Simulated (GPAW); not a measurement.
# CuI (Marshite) (F-43m) in GPAW: convergence with smearing function

Aim: find how far smearing function must go before the results for CuI (Marshite) settle, at PBEsol. This setting moves, with any that are tied to it; all else stays.

All numbers are computed with GPAW 26.7.0; they aren't measurements. Logs are shortened: lines on timing, memory, paths and dates and some standing lists are left out, and cuts for length are marked. The log counts tension as positive stress, the text compression.

## Step 1: The crystal as given

Symmetry: F-43m, No. 216, cubic system. Conventional cell: a = 6.063 Å, b = 6.063 Å, c = 6.063 Å, α = 90.00°, β = 90.00°, γ = 90.00°. I (site symmetry -43m) is surrounded by 4 Cu at 2.63 Å. Cu (site symmetry -43m) has 4 I at 2.63 Å as nearest neighbours.

## Step 2: With smearing function fermi-dirac

File run.py:

```python
from ase import Atoms
from ase.dft.bandgap import bandgap
from ase.io import write
from ase.units import GPa
from gpaw import GPAW, PW, setup_paths

setup_paths.insert(0, '.')

atoms = Atoms(['I', 'Cu'],
              cell=[[0.0, 3.0315, 3.0315],
                    [3.0315, 0.0, 3.0315],
                    [3.0315, 3.0315, 0.0]],
              scaled_positions=[[0.0, 0.0, 0.0],
                                [0.75, 0.75, 0.75]],
              pbc=True)

calc = GPAW(mode=PW(600),
            xc='PBEsol',
            kpts={'size': (8, 8, 8), 'gamma': True},
            occupations={'name': 'fermi-dirac', 'width': 0.1},
            nbands=19,
            convergence={'density': 1e-05, 'energy': 1e-05},
            maxiter=100,
            txt='gpaw.txt')
atoms.calc = calc
energy = atoms.get_potential_energy()
forces = atoms.get_forces()
stress = atoms.get_stress()
calc.write('gs.gpw')
write('result.traj', atoms)
print(f'Energy: {energy:.6f} eV')
print('Forces (eV/A):')
print(forces.round(4))
print('Stress (GPa):', (stress / GPa).round(3))
print('Fermi level:', round(calc.get_fermi_level(), 4), 'eV')
print(f'Gap: {bandgap(calc)[0]:.4f} eV, direct: {bandgap(calc, direct=True)[0]:.4f} eV')
```

Potentials or basis: PAW data sets generated in the run's folder for this functional, pw.

On the command line:

```
$ gpaw-setup -f PBEsol Cu I
$ OMP_NUM_THREADS=1 python run.py
```

Run time: 18 s. Hardware: 1 thread of Arm Neoverse V2, shared host; peak memory 0.17 GiB.

The run converged. Its results:

```
Free energy            : -6.1693 eV
Pressure               : -1.9 GPa
Band gap on the k mesh : 1.03 eV, direct
```

## Step 3: With smearing function gaussian

run.py, as its differences from that of step 2:

```diff
@@ -19,3 +19,3 @@
             kpts={'size': (8, 8, 8), 'gamma': True},
-            occupations={'name': 'fermi-dirac', 'width': 0.1},
+            occupations={'name': 'methfessel-paxton', 'order': 0, 'width': 0.1},
             nbands=19,
```

Potentials or basis: PAW data sets generated in the run's folder for this functional, pw.

On the command line:

```
$ gpaw-setup -f PBEsol Cu I
$ OMP_NUM_THREADS=1 python run.py
```

It took 17 s on 1 thread of Arm Neoverse V2, shared host; peak memory 0.17 GiB.

The run converged. Its results:

```yaml
Free_energy: -6.1693 eV
Pressure: -1.9 GPa
Band_gap_on_the_k_mesh: 1.03 eV, direct
```

## Step 4: With smearing function marzari-vanderbilt

run.py, as its differences from that of step 3:

```diff
@@ -19,3 +19,3 @@
             kpts={'size': (8, 8, 8), 'gamma': True},
-            occupations={'name': 'methfessel-paxton', 'order': 0, 'width': 0.1},
+            occupations={'name': 'marzari-vanderbilt', 'width': 0.1},
             nbands=19,
```

On the command line:

```
$ gpaw-setup -f PBEsol Cu I
$ OMP_NUM_THREADS=1 python run.py
```

Run time: 17 s. Hardware: 1 thread of Arm Neoverse V2, shared host; peak memory 0.17 GiB.

The run converged. Its results:

| Property | Result |
| --- | --- |
| Free energy | -6.1693 eV |
| Pressure | -1.9 GPa |
| Band gap on the k mesh | 1.03 eV, direct |

## Step 5: With smearing function methfessel-paxton

run.py, as its differences from that of step 4:

```diff
@@ -19,3 +19,3 @@
             kpts={'size': (8, 8, 8), 'gamma': True},
-            occupations={'name': 'marzari-vanderbilt', 'width': 0.1},
+            occupations={'name': 'methfessel-paxton', 'width': 0.1, 'order': 1},
             nbands=19,
```

On the command line:

```
$ gpaw-setup -f PBEsol Cu I
$ OMP_NUM_THREADS=1 python run.py
```

It took 18 s on 1 thread of Arm Neoverse V2, shared host; peak memory 0.17 GiB.

It converged, with:

```yaml
Free_energy: -6.1693 eV
Pressure: -1.9 GPa
Band_gap_on_the_k_mesh: 1.03 eV, direct
```

## Step 6: With smearing function tetrahedron-method

run.py, as its differences from that of step 5:

```diff
@@ -19,3 +19,3 @@
             kpts={'size': (8, 8, 8), 'gamma': True},
-            occupations={'name': 'methfessel-paxton', 'width': 0.1, 'order': 1},
+            occupations={'name': 'tetrahedron-method'},
             nbands=19,
```

Potentials or basis: PAW data sets generated in the run's folder for this functional, pw.

On the command line:

```
$ gpaw-setup -f PBEsol Cu I
$ OMP_NUM_THREADS=1 python run.py
```

Run time: 17 s. Hardware: 1 thread of Arm Neoverse V2, shared host; peak memory 0.17 GiB.

It converged, with:

| Quantity | Value |
| --- | --- |
| Free energy | -6.1693 eV |
| Pressure | -1.9 GPa |
| Band gap on the k mesh | 1.03 eV, direct |

## Step 7: With smearing function improved-tetrahedron-method

run.py, as its differences from that of step 6:

```diff
@@ -19,3 +19,3 @@
             kpts={'size': (8, 8, 8), 'gamma': True},
-            occupations={'name': 'tetrahedron-method'},
+            occupations={'name': 'improved-tetrahedron-method'},
             nbands=19,
```

On the command line:

```
$ gpaw-setup -f PBEsol Cu I
$ OMP_NUM_THREADS=1 python run.py
```

Wall time 17 s (1 thread of Arm Neoverse V2, shared host); peak memory 0.17 GiB.

The run converged. Its results:

| Property | Result |
| --- | --- |
| Free energy | -6.1693 eV |
| Pressure | -1.9 GPa |
| Band gap on the k mesh | 1.03 eV, direct |

## Step 8: With smearing function fixed

run.py, as its differences from that of step 7:

```diff
@@ -19,3 +19,3 @@
             kpts={'size': (8, 8, 8), 'gamma': True},
-            occupations={'name': 'improved-tetrahedron-method'},
+            occupations={'width': 0.0},
             nbands=19,
```

Potentials or basis: PAW data sets generated in the run's folder for this functional, pw.

On the command line:

```
$ gpaw-setup -f PBEsol Cu I
$ OMP_NUM_THREADS=1 python run.py
```

gpaw.txt:

```text
__  _  _
 | _ |_)|_||  |
 |__||  | ||/\| - 26.7.0

Input parameters:
  mode=PW(ecut=600.0),
  convergence={'density': 1e-05, 'energy': 1e-05},
  kpts=MonkhorstPack(size=(8, 8, 8), gamma=True),
  maxiter=100,
  nbands=19,
  occupations=Occupations(width=0.0),
  xc=XC(name='PBEsol')

Diagonalizing LCAO Hamiltonian
Converting LCAO to pw mode

                     Cu

       I

Atoms  # Å, Bohr magnetons
|   | symbol |        x |        y |        z |    initial magnetic moments |
|---|--------|----------|----------|----------|-----------------------------|
| 0 |      I | 0.000000 | 0.000000 | 0.000000 | ( 0.0000,  0.0000,  0.0000) |
| 1 |     Cu | 4.547250 | 4.547250 | 4.547250 | ( 0.0000,  0.0000,  0.0000) |

Unit cell  # Å
| periodic |        x |        y |        z |  lengths |    angles |
|----------|----------|----------|----------|----------|-----------|
|      yes | 0.000000 | 3.031500 | 3.031500 | 4.287188 | 60.000000 |
|      yes | 3.031500 | 0.000000 | 3.031500 | 4.287188 | 60.000000 |
|      yes | 3.031500 | 3.031500 | 0.000000 | 4.287188 | 60.000000 |

Number of symmetries: 24
Symmetry operations  # r_c * U_cc + t_c -> r_c
|    | kind |            matrix            |
|----|------|------------------------------|
|  0 |  E   |  1, 0, 0,  0, 1, 0,  0, 0, 1 |
|  1 |  σ   |  1, 0, 0,  0, 0, 1,  0, 1, 0 |
|  2 |  σ   |  1, 0,-1,  0, 1,-1,  0, 0,-1 |
|  3 |  C3  |  1, 0,-1,  0, 0,-1,  0, 1,-1 |
|  4 |  C3  |  1,-1, 0,  0,-1, 1,  0,-1, 0 |
|  5 |  σ   |  1,-1, 0,  0,-1, 0,  0,-1, 1 |
|  6 |  σ   |  0, 1, 0,  1, 0, 0,  0, 0, 1 |
|  7 |  C3  |  0, 1, 0,  0, 0, 1,  1, 0, 0 |
|  8 |  C2  |  0, 1,-1,  1, 0,-1,  0, 0,-1 |
|  9 |  S4  |  0, 1,-1,  0, 0,-1,  1, 0,-1 |
| 10 |  C3  |  0, 0, 1,  1, 0, 0,  0, 1, 0 |
| 11 |  σ   |  0, 0, 1,  0, 1, 0,  1, 0, 0 |
| 12 |  S4  |  0, 0,-1,  1, 0,-1,  0, 1,-1 |
| 13 |  C3  |  0, 0,-1,  0, 1,-1,  1, 0,-1 |
| 14 |  S4  |  0,-1, 1,  1,-1, 0,  0,-1, 0 |
| 15 |  C2  |  0,-1, 1,  0,-1, 0,  1,-1, 0 |
| 16 |  C3  |  0,-1, 0,  1,-1, 0,  0,-1, 1 |
| 17 |  S4  |  0,-1, 0,  0,-1, 1,  1,-1, 0 |
| 18 |  S4  | -1, 1, 0, -1, 0, 1, -1, 0, 0 |
| 19 |  C3  | -1, 1, 0, -1, 0, 0, -1, 0, 1 |
| 20 |  C3  | -1, 0, 1, -1, 1, 0, -1, 0, 0 |
| 21 |  S4  | -1, 0, 1, -1, 0, 0, -1, 1, 0 |
| 22 |  σ   | -1, 0, 0, -1, 1, 0, -1, 0, 1 |
| 23 |  C2  | -1, 0, 0, -1, 0, 1, -1, 1, 0 |

BZ-sampling:
  Number of BZ points: 512
  Number of IBZ points: 29

  Monkhorst-Pack size: [8, 8, 8]
  Monkhorst-Pack shift: [0.0625, 0.0625, 0.0625]

K-points  # in reciprocal-cell coordinates
|     |                                coordinates |     weight |
|-----|--------------------------------------------|------------|
|   0 | (  0.00000000,   0.00000000,   0.00000000) | 0.00195312 |
|   1 | (  0.12500000,   0.12500000,   0.00000000) | 0.01171875 |
|   2 | (  0.12500000,   0.12500000,   0.12500000) | 0.01562500 |
|   3 | (  0.25000000,   0.12500000,   0.12500000) | 0.02343750 |
|   4 | (  0.25000000,   0.25000000,   0.00000000) | 0.01171875 |
|   5 | (  0.25000000,   0.25000000,   0.12500000) | 0.04687500 |
|   6 | (  0.25000000,   0.25000000,   0.25000000) | 0.01562500 |
|   7 | (  0.37500000,   0.25000000,  -0.37500000) | 0.04687500 |
|   8 | (  0.37500000,   0.25000000,   0.12500000) | 0.04687500 |
|   9 | (  0.37500000,   0.25000000,   0.25000000) | 0.04687500 |
| ... |                                            |            |
|  28 | (  0.50000000,   0.50000000,   0.50000000) | 0.00781250 |

Plane wave coefficients: 1880
Cutoff: 600.0 eV

Spin-components: 1 (collinear spins)
Bands:           19
Projectors:      11
Spin-degeneracy: 2
Datatype:        complex128

Parallelization:
  kpt:    1
  domain: 1
  band:   1

Density:
  Valence electrons: 18.0
  Components: 1
  Grid points: [25 25 25]
  Charge: 0.0  # |e|

Potential:
  Grid points: [25 25 25]

species:
  I:
    name:    Iodine
    Z:       53.0
    valence: 7
    core:    46
    charge:  0.0  # [|e|]
    compensation charges:
      type: gauss
      rc: 0.37  # [Å]
      lmax: 2
    cutoffs:
      filter: 2.06  # [Å]
      core: 2.90  # [Å]
    projectors
    | kind |    occ | energy [eV] | rcut [Å] |
    |------|--------|-------------|----------|
    |   5s |  2.000 |     -17.423 |    1.164 |
    |   5p |  5.000 |      -7.100 |    1.164 |
    |    s |        |       9.788 |    1.164 |
    |    p |        |      20.112 |    1.164 |
    |    d |        |       0.000 |    1.164 |

    Using partial waves for I as LCAO basis

  Cu:
    name:    Copper
    Z:       29.0
    valence: 11
    core:    18
    charge:  0.0  # [|e|]
    compensation charges:
      type: gauss
      rc: 0.33  # [Å]
      lmax: 2
    cutoffs:
      filter: 2.06  # [Å]
      core: 2.43  # [Å]
    projectors
    | kind |    occ | energy [eV] | rcut [Å] |
    |------|--------|-------------|----------|
    |   4s |  1.000 |      -4.607 |    1.164 |
    |   4p |  0.000 |      -0.637 |    1.164 |
    |   3d | 10.000 |      -5.060 |    1.058 |
    |    s |        |      22.604 |    1.164 |
    |    p |        |      26.574 |    1.164 |
    |    d |        |      22.151 |    1.058 |

    Using partial waves for Cu as LCAO basis

Reference energy: -238444.480773  # eV

eigensolver:
  PPCG
  Converge bands: occupied
  niter=2

density mixing:
  MSR1-Mixer
  Pratt-step length: 0.05
  Maximum mixing coefficient: 0.75
  Old densities: 10
  SVD Regularization: 0.005
  Good broyden scale: 1.0
  Trust region scale: 1.0
  Backstep threshold: 4.0
  History deletion threshold: 6.0
  Fourier metric: weight=20.0, sigma=0.015

occupation numbers:
  # Zero width

poisson solver:
  ecut: 4800.0  # eV

xc functional:
  name: PBEsol with 2 nearest neighbor stencil

convergence criteria:
- Maximum integral of absolute [dens]ity change: 1e-05 electrons / valence electron
- Maximum [total energy] change in last 3 cyles: 1e-05 eV / valence electron
- Maximum integral of absolute [eigenst]ate change: 4e-08 eV^2 / valence electron
maximum number of iterations: 100

SCF iterations
|iter     | |      energy | eigst |  dens |
|---------|-|-------------|-------|-------|
|iter:   1| |   -6.421308 | +0.01 |       |
|iter:   2| |   -6.309359 | -2.33 | -1.26 |
|iter:   3| |   -6.178002 | -1.93 | -1.35 |
|iter:   4| |   -6.172785 | -3.75 | -1.70 |
|iter:   5| |   -6.169307 | -3.68 | -1.89 |
|iter:   6| |   -6.169295 | -5.50 | -3.00 |
|iter:   7| |   -6.169302c| -6.34 | -3.32 |
|iter:   8| |   -6.169303c| -7.20 | -3.81 |
|iter:   9| |   -6.169303c| -7.89c| -4.82 |
|iter:  10| |   -6.169303c| -8.40c| -5.11c|

Converged in 10 steps
Energy contributions relative to reference atoms: (reference = -238444.480773)

Energy contributions:
  Kinetic:          -2.340098
  Coulomb:           1.210375
  Zero:             -0.000033
  External:          0.000000
  Xc:               -5.039547
  Entropy:           0.000000
  Spinorbit:         0.000000
  ----------------------------
  Free energy:      -6.169303
  Extrapolated:     -6.169303

dipole moment: (-27.596863, -27.596863, -27.596863)  # |e|*Ang

Fermi level: 4.830
Eigenvalues  # (at kpt = [0.000, 0.000, 0.000])
| band index |      eig [eV] | occ [0-2] |
|------------|---------------|-----------|
|          0 |        -9.726 |     2.000 |
|          1 |         0.665 |     2.000 |
|          2 |         0.665 |     2.000 |
|          3 |         0.665 |     2.000 |
|          4 |         2.454 |     2.000 |
|          5 |         2.454 |     2.000 |
[... 9 lines left out ...]
|         15 |        14.016 |     0.000 |
|         16 |        15.312 |     0.000 |
|        ... |               |           |
|         18 |        15.312 |     0.000 |

Gap: 1.028 eV
Transition (v -> c):
  (s=0, k=0, n=8, [0.00, 0.00, 0.00]) -> (s=0, k=0, n=9, [0.00, 0.00, 0.00])
No difference between direct/indirect transitions

Forces  # eV/Ang
|        x |        y |        z |
|----------|----------|----------|
| -0.00000 | -0.00000 | -0.00000 |  # I    0
|  0.00000 |  0.00000 |  0.00000 |  # Cu   1

Stress tensor  # eV/Ang^3
|        x |        y |        z |
|----------|----------|----------|
| 0.012044 | 0.000000 | 0.000000 |
| 0.000000 | 0.012044 | 0.000000 |
| 0.000000 | 0.000000 | 0.012044 |

# Writing to gs.gpw (mode='')
```

Run time: 17 s. Hardware: 1 thread of Arm Neoverse V2, shared host; peak memory 0.17 GiB.

Results:

- Free energy: -6.1693 eV
- Pressure: -1.9 GPa
- Band gap on the k mesh: 1.03 eV, direct

## Step 9: The series at a glance

```
          smearing function  energy less the tightest run, at zero smearing (meV/atom)  SCF cycles  CPU time (s)  peak memory (GiB)
                fermi-dirac                                                       0.02          10            18               0.17
                   gaussian                                                       0.00          10            17               0.17
         marzari-vanderbilt                                                       0.00          10            17               0.17
          methfessel-paxton                                                       0.00          10            18               0.17
         tetrahedron-method                                                       0.00          10            17               0.17
improved-tetrahedron-method                                                       0.00          10            17               0.17
                      fixed                                                       0.00          10            17               0.17
```

Against the tightest run, the energy stays within 1 meV/atom from fermi-dirac on. The tightest run that finished is the yardstick and may itself not be fully converged.

Caveats: with this Cu data set, volumes or pressures lay over 1.5 % or 2 GPa off other programs in two to four cells of ten; spin-orbit coupling is left out, which moves the levels of the heavy elements.
